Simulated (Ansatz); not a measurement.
# ZnSe (Stilleite) (F-43m) in Ansatz: notebook

One crystal, ZnSe (Stilleite), is run at these levels: m-r2SCAN; tasks: single point, equation of state.

All numbers are computed with Ansatz 0.2.0; they aren't measurements. Logs are shortened: lines on timing, memory, paths and dates and some standing lists are left out, and cuts for length are marked.

### 1 The structure

The structure is cubic, space group F-43m (No. 216). The conventional cell has a = 5.668 Å, b = 5.668 Å, c = 5.668 Å, α = 90.00°, β = 90.00°, γ = 90.00°. Se (site symmetry -43m) has 4 Zn at 2.45 Å as nearest neighbours. Zn (site symmetry -43m) has 4 Se at 2.45 Å as nearest neighbours.

### 2 Single point, m-r2SCAN, 21.39 Å³/atom (volume scaled by 0.94)

File input.yaml:

```yaml
crystal:
  lattice:
    - [0.0, 2.7759511149, 2.7759511149]
    - [2.7759511149, 0.0, 2.7759511149]
    - [2.7759511149, 2.7759511149, 0.0]
  atoms:
    - { symbol: Se, position: [0.75, 0.75, 0.75] }
    - { symbol: Zn, position: [0.0, 0.0, 0.0] }
hamiltonian:
  xc: mr2scan
  pseudopotentials: { kind: paw }
kpoints:
  mp_grid: { grid: [8, 8, 8] }
scf:
  occupations: { method: fermi_dirac, width: 0.05 }
output:
  forces: true
  stress: true
  eigenvalues: true
  write_density: true
  write_potential: true
  elf: true
  volumetric_format: npy
```

Potentials or basis: Ansatz PAW.

On the command line:

```sh
ansatz run input.yaml --threads 2 --pin off --max-ram 5120MiB --backend cpu --events-out ev --progress --plain --runs-dir out
```

Log:

```text
Warning: RAYON_NUM_THREADS=2 ignored (pool sized by the plan → 2); use --threads N
Engine: ansatz 0.2.0, x86_64-unknown-linux-gnu
Pseudopotentials: kind: paw
Pseudopotential: Se, paw, valence charge 16, recommended cutoff 500 eV (meta_gga), Se.paw.azcp
Pseudopotential: Zn, paw, valence charge 12, recommended cutoff 500 eV (meta_gga), Zn.paw.azcp
Functional definition: m-r2SCAN
  exchange = m_r2scan_x
  correlation = m_r2scan_c
Crystal: 2 atoms, lattice volume = 42.782 Å³
Basis set: ecut = 500 eV, 1067 PW (Γ), exchange–correlation on 120×120×120 points (64 copies of the dense FFT grid, shifted against one another)
Bands: 18, of which v1, the nominal top of the filled ones, is band 14 counted from 1 (13 counted from 0)
Symmetry: 24 space group operations
Space group: F-43m (ITA 216), of the structure as read, at distance tolerance 3.5e-5 Å
k-points: 29 of 512 (time reversal used)
Non-local potential: Se, projectors of the file, l = 0: 2, l = 1: 2, l = 2: 3, l = 3: 1
Non-local potential: Zn, projectors of the file, l = 0: 2, l = 1: 2, l = 2: 3, l = 3: 1
PAW form: soft (Blöchl's): semilocal exchange-correlation on the pseudo side does not see the compensation charge
PAW frozen core: Se, regenerated for the run's functional (the file was generated under x = pbe(κ = 0.804, μ = 0.2195149727645171), c = pbe(β = 0.06672455060314922))
PAW frozen core: Zn, regenerated for the run's functional (the file was generated under x = pbe(κ = 0.804, μ = 0.2195149727645171), c = pbe(β = 0.06672455060314922))
PAW one-centre angular grid: Se, 590 points (default); XC on 160 Gauss nodes
PAW one-centre angular grid: Zn, 590 points (default); XC on 215 of its mesh's 2673 points in the sphere
Initial density: superposition of atomic densities (neutral atoms: chi_scale 0, normalization atom), corrected by the library's trained network
Initial wavefunctions: pseudopotential atomic-orbital guess
Functional: x = mr2scan, c = mr2scan; τ floored in thin density (d = 2e-4 eV/Å³)
SCF iter   1: F=—  HF=-8805.463337 eV  |F-HF|=—  |Δ(HF+E_count)|=         —  Δρ=1.44e-2  dr2=4.14e-2  dr2_τ=6.89e-3  ethr=1.77e-3  ⟨swp⟩=5.7  Hψ=2735  notcnv=0
preconditioner: auto → none  [insulator: Δε(μ)=2.126 eV  Ē_g=13.062 eV  σ=0.050 eV  W_gap=1.00  n_scr=14 (ndim 8)  ℏωp=24.1 eV  f_vac=0.097  D(μ)=0.00/eV (n_scr^D=0)  ε∞_Penn≈4.4]
SCF iter   2: F=—  HF=-8805.466395 eV  |F-HF|=—  |Δ(HF+E_count)|=   3.06e-3  Δρ=3.57e-3  dr2=5.93e-3  dr2_τ=1.97e-4  ethr=1.48e-4  ⟨swp⟩=2.3  Hψ=1112  notcnv=0
SCF iter   3: F=—  HF=-8805.462534 eV  |F-HF|=—  |Δ(HF+E_count)|=   3.86e-3  Δρ=2.75e-3  dr2=1.34e-3  dr2_τ=1.06e-5  ethr=2.12e-5  ⟨swp⟩=2.0  Hψ=870  notcnv=0
SCF iter   4: F=—  HF=-8805.462736 eV  |F-HF|=—  |Δ(HF+E_count)|=   2.02e-4  Δρ=4.82e-4  dr2=5.38e-5  dr2_τ=3.05e-6  ethr=4.79e-6  ⟨swp⟩=2.0  Hψ=995  notcnv=0
SCF iter   5: F=—  HF=-8805.462729 eV  |F-HF|=—  |Δ(HF+E_count)|=   7.74e-6  Δρ=5.02e-5  dr2=9.13e-7  dr2_τ=1.72e-8  ethr=1.92e-7  ⟨swp⟩=2.0  Hψ=928  notcnv=0
SCF iter   6: F=—  HF=-8805.462729 eV  |F-HF|=—  |Δ(HF+E_count)|=   1.18e-7  Δρ=4.70e-5  dr2=7.52e-7  dr2_τ=9.38e-9  ethr=3.57e-10  ⟨swp⟩=9.7  Hψ=4386  notcnv=0
SCF iter   7: F=—  HF=-8805.462729 eV  |F-HF|=—  |Δ(HF+E_count)|=   4.10e-8  Δρ=2.09e-5  dr2=1.40e-7  dr2_τ=4.43e-10  ethr=2.69e-9  ⟨swp⟩=1.9  Hψ=681  notcnv=0
SCF iter   8: F=-8805.462729 eV  HF=-8805.462729 eV  |F-HF|=2.21e-9  |Δ(HF+E_count)|=   1.04e-8  Δρ=4.79e-6  dr2=7.36e-9  dr2_τ=2.27e-11  ethr=3.57e-10  ⟨swp⟩=7.0  Hψ=2906  notcnv=0
SCF 1 converged in 8 iterations: F = -8805.462729 eV  dr2 = 7.36e-9
SCF converged after 8 iterations
Free energy (F): -8805.462729 eV
Harris-Foulkes:  -8805.462729 eV  (|F-HF|=2.21e-9)
Internal energy: -8805.462729 eV  (E = F + TS)
E sigma→0 (E₀):  -8805.462729 eV
Fermi energy:    8.448271 eV
--- Per-component energies (eV) ---
  E_band       = -380.384295
  E_kinetic    = 251.142858
  E_local      = -4304.181477  (includes V_loc(G=0)·N_el)
  E_nonlocal   = 22.263766
  E_hartree    = 2002.686744
  E_xc         = -223.219310
  E_vxc        = -160.663372  (∫ρ·V_xc dr)
  E_paw        = -3774.562260  (= ΣΔE_a)
  E_vpaw       = -202.446689  (= ΣTr[D̂ρ^β])
  E_aug_tail   = -0.000265  (compensation charges beyond the density's cutoff)
  E_vtau       = 8.131360  (kinetic-family band-sum trace: ∫τ·v_τ [+ j·A + Jᵃ·Aᵃ] dr)
  E_ewald      = -2777.645397
  E_core_change = -1.947389  (= ΣΔE_core)
  E_smearing   = -0.000000  (= −TS)
  E_closure    = -0.000000  (closes the sum)
  Σ components = -8805.462729   (vs F -8805.462729, Δ=0.00e0)
--- Forces (eV/Å), atoms counted from 1 ---
  atom   1  Se     0.00000000    -0.00000000     0.00000000
  atom   2  Zn    -0.00000000     0.00000000    -0.00000000
  max |Σ_I F_I| component: 1.62e-16 eV/Å
--- Stress (GPa, compression-positive) ---
        4.536153      -0.000000      -0.000000
        0.000000       4.536153       0.000000
       -0.000000       0.000000       4.536153
  P = ⅓ Tr σ = 4.5362 GPa (45.362 kbar)
--- Band table (eV; the first three rows and the last of 29) ---
  k-point 0: bands = ["-40.3691", "-40.3691", "-40.3691", "-40.3618", "-40.3618", "-6.7977", "0.4149", "0.4149", "0.4149", "0.8803", "0.8803", "7.3489", "7.3489", "7.3489", "9.4831", "13.6394", "13.6394", "13.6394"]
  k-point 1: bands = ["-40.3690", "-40.3690", "-40.3690", "-40.3618", "-40.3618", "-6.6806", "0.4199", "0.4340", "0.4340", "0.8786", "0.8786", "6.0474", "7.1768", "7.1768", "10.3905", "13.6241", "13.9225", "13.9225"]
  k-point 2: bands = ["-40.3690", "-40.3689", "-40.3689", "-40.3618", "-40.3618", "-6.3746", "0.4742", "0.4765", "0.4765", "0.8803", "0.8803", "4.1450", "6.8098", "6.8098", "10.7913", "14.3207", "14.3207", "14.6302"]
  k-point 28: bands = ["-40.3690", "-40.3689", "-40.3685", "-40.3618", "-40.3616", "-5.5414", "0.5467", "0.6753", "0.8289", "0.8419", "1.2373", "2.3119", "4.2624", "4.3341", "13.1823", "13.7124", "15.0781", "15.5635"]
```

v_z.tsv:

```text
# z_ang	v_es[eV]	v_tot[eV]
# format = ansatz-planar-average/11
# xc	mr2scan
# density_cutoff_ev	2000
# datasets	Se=:simpson_from_first_knot:soft:shift=0	Zn=:simpson_from_first_knot:soft:shift=0
# lattice	0.000000000	2.775951115	2.775951115
# lattice	2.775951115	0.000000000	2.775951115
# lattice	2.775951115	2.775951115	0.000000000
# sites	2
# site	34	4.163926672	4.163926672	4.163926672
# site	30	0.000000000	0.000000000	0.000000000
0.000000	6.492254e-1	-1.186952e1
0.130860	1.691371e0	-1.028750e1
0.261719	2.799858e0	-8.514383e0
0.392579	3.891811e0	-6.626926e0
0.523438	5.016239e0	-4.586043e0
0.654298	6.185441e0	-2.483086e0
[... 22 lines left out ...]
3.664069	-3.792919e-1	-1.347667e1
3.794928	-9.968705e-2	-1.298559e1
```

Wall time 3 s (2 threads of AMD EPYC 7B13 (Zen 3), shared host); peak memory 0.52 GiB.

What came out:

* Free energy: -8805.4627 eV
* Pressure: 4.5 GPa
* Band gap on the k mesh: 2.13 eV, direct

Caveat: the PAW data sets come from PBE, with cores solved anew for the run's functional, which leaves a small shift of forces and pressure.

### 3 Single point, m-r2SCAN, 21.85 Å³/atom (volume scaled by 0.96)

Changes to input.yaml since step 2:

```diff
@@ -2,5 +2,5 @@
   lattice:
-    - [0.0, 2.7759511149, 2.7759511149]
-    - [2.7759511149, 0.0, 2.7759511149]
-    - [2.7759511149, 2.7759511149, 0.0]
+    - [0.0, 2.7955007105, 2.7955007105]
+    - [2.7955007105, 0.0, 2.7955007105]
+    - [2.7955007105, 2.7955007105, 0.0]
   atoms:
```

Potentials or basis: Ansatz PAW.

On the command line:

```sh
ansatz run input.yaml --threads 2 --pin off --max-ram 5120MiB --backend cpu --events-out ev --progress --plain --runs-dir out
```

Run time: 3 s. Hardware: 2 threads of AMD EPYC 7B13 (Zen 3), shared host; peak memory 0.52 GiB.

Results (log left out):

- Free energy: -8805.4836 eV
- Pressure: 2.8 GPa
- Band gap on the k mesh: 2.04 eV, direct

Caveat: the PAW data sets come from PBE, with cores solved anew for the run's functional, which leaves a small shift of forces and pressure.

### 4 Single point, m-r2SCAN, 22.30 Å³/atom (volume scaled by 0.98)

File input.yaml:

```yaml
crystal:
  lattice:
    - [0.0, 2.814780635, 2.814780635]
    - [2.814780635, 0.0, 2.814780635]
    - [2.814780635, 2.814780635, 0.0]
  atoms:
    - { symbol: Se, position: [0.75, 0.75, 0.75] }
    - { symbol: Zn, position: [0.0, 0.0, 0.0] }
hamiltonian:
  xc: mr2scan
  pseudopotentials: { kind: paw }
kpoints:
  mp_grid: { grid: [8, 8, 8] }
scf:
  occupations: { method: fermi_dirac, width: 0.05 }
output:
  forces: true
  stress: true
  eigenvalues: true
```

On the command line:

```sh
ansatz run input.yaml --threads 2 --pin off --max-ram 5120MiB --backend cpu --events-out ev --progress --plain --runs-dir out
```

Wall time 2.4 s (2 threads of AMD EPYC 7B13 (Zen 3), shared host); peak memory 0.52 GiB.

The run converged. Its results:

```yaml
Free_energy: -8805.4952 eV
Pressure: 1.3 GPa
Band_gap_on_the_k_mesh: 1.95 eV, direct
```

Caveat: the PAW data sets come from PBE, with cores solved anew for the run's functional, which leaves a small shift of forces and pressure.

### 5 Single point, m-r2SCAN, 22.76 Å³/atom

Changes to input.yaml since step 4:

```diff
@@ -2,5 +2,5 @@
   lattice:
-    - [0.0, 2.814780635, 2.814780635]
-    - [2.814780635, 0.0, 2.814780635]
-    - [2.814780635, 2.814780635, 0.0]
+    - [0.0, 2.8338, 2.8338]
+    - [2.8338, 0.0, 2.8338]
+    - [2.8338, 2.8338, 0.0]
   atoms:
@@ -19 +19,5 @@
   eigenvalues: true
+  write_density: true
+  write_potential: true
+  elf: true
+  volumetric_format: npy
```

On the command line:

```sh
ansatz run input.yaml --threads 2 --pin off --max-ram 5120MiB --backend cpu --events-out ev --progress --plain --runs-dir out
```

Wall time 3 s (2 threads of AMD EPYC 7B13 (Zen 3), shared host); peak memory 0.51 GiB.

The run converged. Its results:

| Quantity | Value |
| --- | --- |
| Free energy | -8805.4986 eV |
| Pressure | -0.1 GPa |
| Band gap on the k mesh | 1.86 eV, direct |

Caveat: the PAW data sets come from PBE, with cores solved anew for the run's functional, which leaves a small shift of forces and pressure.

### 6 Single point, m-r2SCAN, 23.21 Å³/atom (volume scaled by 1.02)

File input.yaml:

```yaml
crystal:
  lattice:
    - [0.0, 2.8525674344, 2.8525674344]
    - [2.8525674344, 0.0, 2.8525674344]
    - [2.8525674344, 2.8525674344, 0.0]
  atoms:
    - { symbol: Se, position: [0.75, 0.75, 0.75] }
    - { symbol: Zn, position: [0.0, 0.0, 0.0] }
hamiltonian:
  xc: mr2scan
  pseudopotentials: { kind: paw }
kpoints:
  mp_grid: { grid: [8, 8, 8] }
scf:
  occupations: { method: fermi_dirac, width: 0.05 }
output:
  forces: true
  stress: true
  eigenvalues: true
```

Potentials or basis: Ansatz PAW.

On the command line:

```sh
ansatz run input.yaml --threads 2 --pin off --max-ram 5120MiB --backend cpu --events-out ev --progress --plain --runs-dir out
```

Run time: 2.7 s. Hardware: 2 threads of AMD EPYC 7B13 (Zen 3), shared host; peak memory 0.53 GiB.

It converged, with:

- Free energy: -8805.4946 eV
- Pressure: -1.3 GPa
- Band gap on the k mesh: 1.78 eV, direct

Caveat: the PAW data sets come from PBE, with cores solved anew for the run's functional, which leaves a small shift of forces and pressure.

### 7 Single point, m-r2SCAN, 23.67 Å³/atom (volume scaled by 1.04)

Changes to input.yaml since step 6:

```diff
@@ -2,5 +2,5 @@
   lattice:
-    - [0.0, 2.8525674344, 2.8525674344]
-    - [2.8525674344, 0.0, 2.8525674344]
-    - [2.8525674344, 2.8525674344, 0.0]
+    - [0.0, 2.8710911185, 2.8710911185]
+    - [2.8710911185, 0.0, 2.8710911185]
+    - [2.8710911185, 2.8710911185, 0.0]
   atoms:
```

On the command line:

```sh
ansatz run input.yaml --threads 2 --pin off --max-ram 5120MiB --backend cpu --events-out ev --progress --plain --runs-dir out
```

It took 2.6 s on 2 threads of AMD EPYC 7B13 (Zen 3), shared host; peak memory 0.52 GiB.

It converged, with:

```yaml
Free_energy: -8805.4840 eV
Pressure: -2.4 GPa
Band_gap_on_the_k_mesh: 1.70 eV, direct
```

Caveat: the PAW data sets come from PBE, with cores solved anew for the run's functional, which leaves a small shift of forces and pressure.

### 8 Single point, m-r2SCAN, 24.12 Å³/atom (volume scaled by 1.06)

Changes to input.yaml since step 7:

```diff
@@ -2,5 +2,5 @@
   lattice:
-    - [0.0, 2.8710911185, 2.8710911185]
-    - [2.8710911185, 0.0, 2.8710911185]
-    - [2.8710911185, 2.8710911185, 0.0]
+    - [0.0, 2.8893788162, 2.8893788162]
+    - [2.8893788162, 0.0, 2.8893788162]
+    - [2.8893788162, 2.8893788162, 0.0]
   atoms:
```

On the command line:

```sh
ansatz run input.yaml --threads 2 --pin off --max-ram 5120MiB --backend cpu --events-out ev --progress --plain --runs-dir out
```

It took 2.6 s on 2 threads of AMD EPYC 7B13 (Zen 3), shared host; peak memory 0.51 GiB.

The run converged. Its results:

```yaml
Free_energy: -8805.4674 eV
Pressure: -3.4 GPa
Band_gap_on_the_k_mesh: 1.62 eV, direct
```

Caveat: the PAW data sets come from PBE, with cores solved anew for the run's functional, which leaves a small shift of forces and pressure.

### 9 Equation of state, m-r2SCAN

Potentials or basis: Ansatz PAW.

No new run: the results of the series are fitted here.

What came out:

```yaml
Equilibrium_volume: 22.73 Å³/atom
Bulk_modulus: 65 GPa
Pressure_derivative_of_the_bulk_modulus: 4.4
```

Energy against volume, from the lowest point:
| volume (Å³/atom) | energy (meV/atom) |
| --- | --- |
| 21.391 | 17.94 |
| 21.846 | 7.52 |
| 22.301 | 1.70 |
| 22.757 | 0.00 |
| 23.212 | 1.99 |
| 23.667 | 7.31 |
| 24.122 | 15.59 |

Caveat: the PAW data sets were made with another functional, which shifts forces and pressure a little.
